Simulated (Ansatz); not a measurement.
**CoO in Ansatz: the effect of functional**

Crystal: CoO.

```
Co O
1.0
    -1.50800    1.50800    2.10725
     1.50800   -1.50800    2.10725
     1.50800    1.50800   -2.10725
Co O
1 1
Direct
  0.00000 0.00000 0.00000
  0.50000 0.50000 0.00000
```

Alike in all runs:

```yaml
Program: Ansatz 0.2.0
Task: band structure
Potentials_or_basis: all-electron LAPW, scalar-relativistic
Basis_error_allowed: 0.001 eV/atom
k_mesh: 12 × 12 × 12
Occupations: fermi-dirac, width 0.05 eV
Spin: collinear spin, ferromagnetic start
Starting_moments: "[2.0, 0.0] μB"
```

```tsv
functional	cutoff	pressure (GPa)	moment (μB)
PBE	369 eV (chosen from the basis error)	?	?
LDA	368 eV (chosen from the basis error)	-17.9	2.85
PBEsol	369 eV (chosen from the basis error)	-9.2	2.94
```

Problem. What does the run with functional PBE give?

Solution. Pressure 0.0 GPa; moment 2.91 μB.

Caveats: a cell with one magnetic atom can't hold antiferromagnetic order, which such compounds often take.
